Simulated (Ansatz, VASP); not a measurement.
# WC in VASP and in Ansatz

The input INCAR:

```
PREC = Accurate
ENCUT = 520
EDIFF = 1E-7
ISMEAR = 0
SIGMA = 0.1
LREAL = False
LASPH = True
NELM = 100
ALGO = Fast
ISIF = 2
LWAVE = False
LCHARG = True
GGA = PS
LELF = True
LVHAR = True
NBANDS = 16
```

Contents of KPOINTS:

```
Automatic mesh
0
Gamma
  6 6 6
```

Contents of POSCAR:

```
WC
1.0
    2.9165944337      0.0000000000      0.0000000000
   -1.4582972168      2.5258448721      0.0000000000
    0.0000000000      0.0000000000      2.8394357900
W C
1 1
Direct
    0.0000000000      0.0000000000      0.0000000000
    0.6666666700      0.3333333300      0.5000000000
```

Input for Ansatz:

```yaml
crystal:
  lattice:
    - [2.9165944337, 0.0, 0.0]
    - [-1.4582972168, 2.5258448721, 0.0]
    - [0.0, 0.0, 2.83943579]
  atoms:
    - { symbol: W, position: [0.0, 0.0, 0.0] }
    - { symbol: C, position: [0.66666667, 0.33333333, 0.5] }
basis:
  ecutwfc: 420
kpoints:
  mp_grid: { grid: [6, 6, 6] }
hamiltonian:
  xc: pbesol
scf:
  occupations: { method: gaussian, width: 0.1 }
output:
  forces: true
  stress: true
  eigenvalues: true
```

The cell is a database's computed one.

Alike in both runs: task single point; functional PBEsol; k mesh 6 × 6 × 6; occupations gaussian, width 0.1 eV; no spin polarisation.

|  | VASP | Ansatz |
| --- | --- | --- |
| version | VASP 6.6.1 | Ansatz 0.2.0 |
| potentials or method | VASP PAW PBE potentials, release 64 (W_sv, C) | scalar-relativistic, plane waves, PAW |
| plane-wave cutoff (eV) | 520 | 420 |
| valence electrons in the cell | 18 | 18 |

|  | VASP | Ansatz | Ansatz less VASP |
| --- | --- | --- | --- |
| gap on the k mesh at the Fermi level (eV) | none | none | - |
| pressure (GPa) | -5.2 | -6.4 | -1.22 |
| largest component of the traceless stress (GPa) | 1.12 | 1.34 | +0.220 |

A gap of «none» marks a metal or a gap that the smearing closes.

Caveats: the k mesh is coarse (spacing up to 0.41 Å⁻¹), so the values aren't converged; the PAW data sets were made with another functional, which shifts forces and pressure a little (VASP). The runs have no spin-orbit coupling, so splittings on W are missing.
